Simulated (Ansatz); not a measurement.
# Does disorder add resistance in series? V(100) layers with 12.5 % Mo

Two lengths of the disordered region are known. What area resistance does the third give?

How it was computed: Ansatz 0.2.0, plane waves with PAW datasets at their recommended cutoffs (420 eV for most), Fermi-Dirac smearing; ballistic transmission by layer matching. The area resistance is RA = A (h/2e²)(1/T − 1/N), with T the zone-mean transmission per spin and N the lead's channels, both averaged over a few energies near the Fermi level; for magnets each spin is taken apart, with h/e², and the two conduct in parallel. Lateral cell 2x2, PBE, a fresh random draw for each length.

The runs, with one result withheld:

| length (Å) | channels N | RA (fΩ m²) |
| --- | --- | --- |
| 6.05 | 9.984 | 0.0785 |
| 12.1 | 9.901 | 0.134 |
| 18.2 | 9.901 | ? |

**Fit on the rows shown.**

Ohm's law makes RA linear in the length: the slope is (0.134 − 0.0785)/(12.1 − 6.05) = 9.19×10⁻³ fΩ m² per Å, or 9.2 µΩ cm. Then 0.134 + 9.19×10⁻³ × 6.05. Predicted: 0.190 fΩ m².

Check against the run:

0.184 fΩ m², so the prediction is 3.2 % too high. The three lengths together give 8.7 µΩ cm. The two increments are 0.056 and 0.050 fΩ m², roughly as Ohm's law has it, though with one draw for each length that is a weak test.

Caveats: The scatterers repeat sideways with the small cell. The slope is a raw one; a model of isotropic scattering puts it 1.10 times the bulk value over these lengths. Atoms sit unrelaxed on the host's lattice, and the pair may not mix at random in practice.
